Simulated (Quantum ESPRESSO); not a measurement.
# C in Quantum ESPRESSO: equation of state

How stiff is C in PBE, and what volume does it want? The cell is scaled to several volumes.

Everything below comes from runs of Quantum ESPRESSO 7.5. Logs are shortened: lines on timing, memory, paths and dates and some standing lists are left out, and cuts for length are marked.

**1. The slab as given**

The cell holds a slab with vacuum, 2 atoms: a = 2.456 Å, b = 2.456 Å, c = 8.524 Å, α = 90.00°, β = 90.00°, γ = 120.00°.

**2. Single point, PBE, 20.93 Å³/atom**

File pw.in:

```
&CONTROL
  calculation = 'scf'
  prefix = 'pwscf'
  outdir = './tmp'
  pseudo_dir = './pseudo'
  tprnfor = .true.
  tstress = .true.
  disk_io = 'nowf'
/
&SYSTEM
  ibrav = 0
  nat = 2
  ntyp = 1
  ecutwfc = 55
  ecutrho = 440
  nbnd = 9
  occupations = 'smearing'
  smearing = 'fd'
  degauss = 0.00367493
/
&ELECTRONS
  conv_thr = 4d-10
  electron_maxstep = 120
  mixing_beta = 0.5
/
ATOMIC_SPECIES
C     12.0110 C.pbe-n-kjpaw_psl.1.0.0.UPF
CELL_PARAMETERS angstrom
   2.4060301715    0.0000000000    0.0000000000
  -1.2030150858    2.0836832508    0.0000000000
   0.0000000000    0.0000000000    8.3497993649
ATOMIC_POSITIONS crystal
C      0.6666666667    0.3333333333    0.0000000000
C      0.3333333333    0.6666666667    0.0000000000
K_POINTS automatic
12 12 3 0 0 0
```

Potentials or basis: SSSP 1.3 efficiency PBE.

Run with:

```console
> OMP_NUM_THREADS=1 pw.x -in pw.in > pw.out
```

pw.out:

```text
This program is part of the open-source Quantum ESPRESSO suite
     for quantum simulation of materials; please cite
         "P. Giannozzi et al., J. Phys.:Condens. Matter 21 395502 (2009);
         "P. Giannozzi et al., J. Phys.:Condens. Matter 29 465901 (2017);
         "P. Giannozzi et al., J. Chem. Phys. 152 154105 (2020);
     in publications or presentations arising from this work. More details at

     file C.pbe-n-kjpaw_psl.1.0.0.UPF: wavefunction(s)  2S 2P renormalized
     Message from routine setup:
     using ibrav=0 with symmetry is DISCOURAGED, use correct ibrav instead

     G-vector sticks info
     --------------------
     sticks:   dense  smooth     PW     G-vecs:    dense   smooth      PW
     Sum         637     313     97                44025    15579    2765

     Using Slab Decomposition

     bravais-lattice index     =            0
     lattice parameter (alat)  =       4.5467  a.u.
     unit-cell volume          =     282.4915 (a.u.)^3
     number of atoms/cell      =            2
     number of atomic types    =            1
     number of electrons       =         8.00
     number of Kohn-Sham states=            9
     kinetic-energy cutoff     =      55.0000  Ry
     charge density cutoff     =     440.0000  Ry
     scf convergence threshold =      4.0E-10
     mixing beta               =       0.5000
     number of iterations used =            8  plain     mixing
     Exchange-correlation= SLA  PW   PBX  PBC
                           (   1   4   3   4   0   0   0)

     celldm(1)=   4.546738  celldm(2)=   0.000000  celldm(3)=   0.000000
     celldm(4)=   0.000000  celldm(5)=   0.000000  celldm(6)=   0.000000

     crystal axes: (cart. coord. in units of alat)
               a(1) = (   1.000000   0.000000   0.000000 )
               a(2) = (  -0.500000   0.866025   0.000000 )
               a(3) = (   0.000000   0.000000   3.470364 )

     reciprocal axes: (cart. coord. in units 2 pi/alat)
               b(1) = (  1.000000  0.577350 -0.000000 )
               b(2) = (  0.000000  1.154701  0.000000 )
               b(3) = (  0.000000 -0.000000  0.288154 )

     PseudoPot. # 1 for C  read from file:
     C.pbe-n-kjpaw_psl.1.0.0.UPF
     Pseudo is Projector augmented-wave + core cor, Zval =  4.0
     Generated using "atomic" code by A. Dal Corso  v.5.1
     Shape of augmentation charge: PSQ
     Using radial grid of 1073 points,  4 beta functions with:
                l(1) =   0
                l(2) =   0
                l(3) =   1
                l(4) =   1
     Q(r) pseudized with 0 coefficients

     atomic species   valence    mass     pseudopotential
     C                 4.00    12.01100     C ( 1.00)

     24 Sym. Ops., with inversion, found

   Cartesian axes

     site n.     atom                  positions (alat units)
         1        C      tau(   1) = (   0.5000000   0.2886751   0.0000000  )
         2        C      tau(   2) = (  -0.0000000   0.5773503   0.0000000  )

     number of k points=    38  Fermi-Dirac smearing, width (Ry)=  0.0037
                       cart. coord. in units 2pi/alat
        k(    1) = (   0.0000000   0.0000000   0.0000000), wk =   0.0046296
        k(    2) = (   0.0000000   0.0000000   0.0960514), wk =   0.0092593
        k(    3) = (   0.0000000   0.0962250   0.0000000), wk =   0.0277778
        k(    4) = (   0.0000000   0.0962250   0.0960514), wk =   0.0555556
        k(    5) = (   0.0000000   0.1924501   0.0000000), wk =   0.0277778
        k(    6) = (   0.0000000   0.1924501   0.0960514), wk =   0.0555556
[... 30 lines left out ...]
        k(   37) = (   0.3333333   0.5773503   0.0000000), wk =   0.0092593
        k(   38) = (   0.3333333   0.5773503   0.0960514), wk =   0.0185185

     Dense  grid:    44025 G-vectors     FFT dimensions: (  32,  32, 108)

     Smooth grid:    15579 G-vectors     FFT dimensions: (  24,  24,  75)

     Initial potential from superposition of free atoms

     starting charge       7.9999, renormalised to       8.0000
     Starting wfcs are    8 randomized atomic wfcs +    1 random wfcs

     Self-consistent Calculation

     iteration #  1     ecut=    55.00 Ry     beta= 0.50
     Davidson diagonalization with overlap
     ethr =  1.00E-02,  avg # of iterations =  6.7

     total energy              =     -36.86835564 Ry
     estimated scf accuracy    <       0.24256229 Ry

     iteration #  2     ecut=    55.00 Ry     beta= 0.50
     Davidson diagonalization with overlap
     ethr =  3.03E-03,  avg # of iterations =  2.0

     negative rho (up, down):  5.448E-08 0.000E+00

     total energy              =     -36.87677711 Ry
     estimated scf accuracy    <       0.02086383 Ry

     iteration #  3     ecut=    55.00 Ry     beta= 0.50
     Davidson diagonalization with overlap
     ethr =  2.61E-04,  avg # of iterations =  4.8

     negative rho (up, down):  9.534E-07 0.000E+00

     total energy              =     -36.88028995 Ry
     estimated scf accuracy    <       0.00061424 Ry

     iteration #  4     ecut=    55.00 Ry     beta= 0.50
     Davidson diagonalization with overlap
     ethr =  7.68E-06,  avg # of iterations =  3.8

     negative rho (up, down):  7.910E-07 0.000E+00

     total energy              =     -36.88032472 Ry
     estimated scf accuracy    <       0.00008092 Ry

     iteration #  5     ecut=    55.00 Ry     beta= 0.50
     Davidson diagonalization with overlap
     ethr =  1.01E-06,  avg # of iterations =  2.4

     negative rho (up, down):  7.215E-07 0.000E+00

     total energy              =     -36.88034101 Ry
     estimated scf accuracy    <       0.00000069 Ry

     iteration #  6     ecut=    55.00 Ry     beta= 0.50
     Davidson diagonalization with overlap
     ethr =  8.63E-09,  avg # of iterations =  2.4

     negative rho (up, down):  7.060E-07 0.000E+00

     total energy              =     -36.88034117 Ry
     estimated scf accuracy    <       0.00000013 Ry

     iteration #  7     ecut=    55.00 Ry     beta= 0.50
     Davidson diagonalization with overlap
     ethr =  1.66E-09,  avg # of iterations =  2.0

     negative rho (up, down):  7.013E-07 0.000E+00

     total energy              =     -36.88034119 Ry
     estimated scf accuracy    <          5.8E-10 Ry

     iteration #  8     ecut=    55.00 Ry     beta= 0.50
     Davidson diagonalization with overlap
     ethr =  7.28E-12,  avg # of iterations =  3.1

     negative rho (up, down):  7.119E-07 0.000E+00

     End of self-consistent calculation

          k = 0.0000 0.0000 0.0000 (  1993 PWs)   bands (ev):

   -19.4791  -7.4822  -2.3661  -2.3661   3.3830   5.8259   7.5698   9.4778
     9.4778

          k = 0.0000 0.0000 0.0961 (  1969 PWs)   bands (ev):

   -19.4790  -7.4825  -2.3661  -2.3661   3.7443   4.7676   9.0474   9.4778
     9.4778

          k = 0.0000 0.0962 0.0000 (  1981 PWs)   bands (ev):

   -19.3079  -7.2741  -3.0367  -2.7321   3.6175   6.0558   7.7907   9.5726
    10.2253

          k = 0.0000 0.0962 0.0961 (  1963 PWs)   bands (ev):

   -19.3079  -7.2744  -3.0367  -2.7321   3.9781   4.9995   9.2485   9.5837
    10.2253

          k = 0.0000 0.1925 0.0000 (  1961 PWs)   bands (ev):

   -18.7963  -6.6553  -4.7320  -3.5853   4.3215   6.7410   8.4482   9.6229
    10.7136

          k = 0.0000 0.1925 0.0961 (  1958 PWs)   bands (ev):

   -18.7963  -6.6556  -4.7321  -3.5853   4.6795   5.6941   9.5258   9.9822
    10.7233

          k = 0.0000 0.2887 0.0000 (  1955 PWs)   bands (ev):

   -17.9498  -6.9134  -5.6450  -4.5280   5.4934   7.7904   8.5149   9.2221
     9.7923

          k = 0.0000 0.2887 0.0961 (  1953 PWs)   bands (ev):

   -17.9498  -6.9135  -5.6453  -4.5280   5.8449   6.8352   8.4233   9.3629
    11.0834

          k = 0.0000 0.3849 0.0000 (  1937 PWs)   bands (ev):

   -16.7795  -9.2110  -5.3114  -4.2943   5.8632   7.1273   9.0727   9.5121
    11.2562

          k = 0.0000 0.3849 0.0961 (  1940 PWs)   bands (ev):

   -16.7795  -9.2110  -5.3114  -4.2946   5.8581   7.4795   8.4768   9.1174
    12.5908

          k = 0.0000 0.4811 0.0000 (  1942 PWs)   bands (ev):

   -15.3103 -11.4132  -5.8157  -2.7716   3.5554   8.8239   9.2709  11.4964
    13.2561

          k = 0.0000 0.4811 0.0961 (  1937 PWs)   bands (ev):

   -15.3103 -11.4132  -5.8157  -2.7717   3.5548   8.8369   9.5955  10.5561
    14.3975

          k = 0.0000-0.5774 0.0000 (  1944 PWs)   bands (ev):

   -13.8925 -13.0837  -5.9886  -1.8583   2.3637   8.7816  11.6972  11.8314
    13.5702

          k = 0.0000-0.5774 0.0961 (  1944 PWs)   bands (ev):

   -13.8925 -13.0837  -5.9886  -1.8583   2.3632   8.7816  12.0172  12.1358
    12.9415

          k = 0.0833 0.1443 0.0000 (  1977 PWs)   bands (ev):

   -18.9666  -6.8606  -4.0997  -3.4629   4.0870   6.5139   8.2362   9.9040
    11.2483

          k = 0.0833 0.1443 0.0961 (  1958 PWs)   bands (ev):

   -18.9666  -6.8609  -4.0997  -3.4629   4.4460   5.4631   9.6434   9.9488
    11.2499

          k = 0.0833 0.2406 0.0000 (  1956 PWs)   bands (ev):

   -18.2876  -6.0448  -5.8706  -4.5297   5.0258   7.4183   9.1176   9.3413
    10.1690

          k = 0.0833 0.2406 0.0961 (  1960 PWs)   bands (ev):

   -18.2876  -6.0451  -5.8707  -4.5297   5.3808   6.3870   9.3311  10.0569
    10.6543

          k = 0.0833 0.3368 0.0000 (  1943 PWs)   bands (ev):

   -17.2792  -8.0323  -5.4693  -4.8577   6.4305   6.9710   8.8128   9.8629
    10.6366

          k = 0.0833 0.3368 0.0961 (  1947 PWs)   bands (ev):

   -17.2792  -8.0323  -5.4693  -4.8580   6.7520   6.9902   7.8064   9.9419
    11.9183

          k = 0.0833 0.4330 0.0000 (  1931 PWs)   bands (ev):

   -15.9581 -10.2529  -6.1410  -3.3855   4.5897   8.2912   9.6994  10.5682
    12.3694

          k = 0.0833 0.4330 0.0961 (  1938 PWs)   bands (ev):

   -15.9581 -10.2529  -6.1410  -3.3858   4.5889   8.6287   9.5489   9.7860
    13.5289

          k = 0.0833 0.5292 0.0000 (  1950 PWs)   bands (ev):

   -14.3803 -12.3127  -6.4884  -1.9779   2.6753   9.5366  10.6224  12.6277
    13.3138

          k = 0.0833 0.5292 0.0961 (  1935 PWs)   bands (ev):

   -14.3803 -12.3127  -6.4884  -1.9780   2.6748   9.5375  10.9428  11.8463
    13.5962

          k = 0.1667 0.2887 0.0000 (  1949 PWs)   bands (ev):

   -17.4468  -7.2263  -5.9896  -5.0483   6.1982   7.4803   8.5336  10.2535
    11.3717

          k = 0.1667 0.2887 0.0961 (  1948 PWs)   bands (ev):

   -17.4469  -7.2263  -5.9896  -5.0485   6.5472   7.4803   7.5358  11.2301
    11.7217

          k = 0.1667 0.3849 0.0000 (  1946 PWs)   bands (ev):

   -16.2873  -9.0319  -7.0958  -3.7132   5.3796   7.8321  10.0307  11.5146
    12.0397

          k = 0.1667 0.3849 0.0961 (  1941 PWs)   bands (ev):

   -16.2873  -9.0319  -7.0958  -3.7134   5.3793   8.1698   9.1191  11.6408
    12.9690

          k = 0.1667 0.4811 0.0000 (  1938 PWs)   bands (ev):

   -14.8386 -11.0502  -7.6878  -2.1867   3.3164   9.9116  11.4941  11.7187
    13.8889

          k = 0.1667 0.4811 0.0961 (  1944 PWs)   bands (ev):

   -14.8386 -11.0502  -7.6877  -2.1869   3.3161  10.2222  11.0479  11.5209
    13.7816

          k = 0.1667 0.5774 0.0000 (  1944 PWs)   bands (ev):

   -13.4622 -12.6394  -7.8780  -1.2232   2.1586  11.4079  12.3197  12.4888
    12.6619

          k = 0.1667 0.5774 0.0961 (  1939 PWs)   bands (ev):

   -13.4622 -12.6394  -7.8779  -1.2234   2.1583  11.4086  12.3657  12.6206
    12.9663

          k = 0.2500 0.4330 0.0000 (  1937 PWs)   bands (ev):

   -14.9976 -10.0619  -8.6987  -2.2796   3.6575   9.6824  11.3276  13.3720
    13.8958

          k = 0.2500 0.4330 0.0961 (  1936 PWs)   bands (ev):

   -14.9976 -10.0619  -8.6987  -2.2798   3.6574   9.9844  10.7636  13.2979
    13.6128

          k = 0.2500 0.5292 0.0000 (  1930 PWs)   bands (ev):

   -13.4828 -11.5858  -9.4254  -0.7943   2.0282  11.7617  11.9306  13.6896
    14.2415

          k = 0.2500 0.5292 0.0961 (  1944 PWs)   bands (ev):

   -13.4828 -11.5858  -9.4254  -0.7944   2.0281  11.6199  12.3165  13.6904
    13.9133

          k = 0.3333 0.5774 0.0000 (  1956 PWs)   bands (ev):

   -12.1763 -12.1763 -10.4744   0.6527   0.6527  11.3961  13.8935  13.8935
    14.3056

          k = 0.3333 0.5774 0.0961 (  1926 PWs)   bands (ev):

   -12.1762 -12.1762 -10.4743   0.6527   0.6527  11.3685  14.0590  14.0590
    14.5550

     the Fermi energy is     0.6527 ev

!    total energy              =     -36.88034119 Ry
     total all-electron energy =      -152.408537 Ry
     estimated scf accuracy    <          1.1E-11 Ry
     smearing contrib. (-TS)   =      -0.00014151 Ry
     internal energy E=F+TS    =     -36.88019968 Ry

     The total energy is F=E-TS. E is the sum of the following terms:
     one-electron contribution =     -72.04291515 Ry
     hartree contribution      =      38.32869406 Ry
     xc contribution           =      -9.38675478 Ry
     ewald contribution        =      18.55981548 Ry
     one-center paw contrib.   =     -12.33903929 Ry

     convergence has been achieved in   8 iterations

     negative rho (up, down):  7.119E-07 0.000E+00

     Forces acting on atoms (cartesian axes, Ry/au):

     atom    1 type  1   force =     0.00000000   -0.00000000    0.00000000
     atom    2 type  1   force =     0.00000000    0.00000000    0.00000000

     Total force =     0.000000     Total SCF correction =     0.000000

     Computing stress (Cartesian axis) and pressure

     negative rho (up, down):  7.119E-07 0.000E+00
          total   stress  (Ry/bohr**3)                   (kbar)     P=       92.45
   0.00094522   0.00000000   0.00000000          139.05        0.00        0.00
   0.00000000   0.00094522   0.00000000            0.00      139.05        0.00
   0.00000000  -0.00000000  -0.00000510            0.00       -0.00       -0.75

=------------------------------------------------------------------------------=
   JOB DONE.
=------------------------------------------------------------------------------=
```

Wall time 10 s (1 thread of Arm Neoverse V1, shared host); peak memory 0.08 GiB.

What came out:

* Free energy: -501.7826 eV
* Band gap on the k mesh: none (metal or under the smearing width)

**3. Single point, PBE, 21.38 Å³/atom**

Changes to pw.in since step 2:

```diff
@@ -28,5 +28,5 @@
 CELL_PARAMETERS angstrom
-   2.4060301715    0.0000000000    0.0000000000
-  -1.2030150858    2.0836832508    0.0000000000
-   0.0000000000    0.0000000000    8.3497993649
+   2.4229746043    0.0000000000    0.0000000000
+  -1.2114873021    2.0983575600    0.0000000000
+   0.0000000000    0.0000000000    8.4086027063
 ATOMIC_POSITIONS crystal
```

Potentials or basis: SSSP 1.3 efficiency PBE.

Run with:

```console
> OMP_NUM_THREADS=1 pw.x -in pw.in > pw.out
```

Wall time 10 s (1 thread of Arm Neoverse V1, shared host); peak memory 0.08 GiB.

The run converged. Its results:

```
Free energy            : -501.8264 eV
Band gap on the k mesh : none (metal or under the smearing width)
```

(Continued in part 2 of 2.)
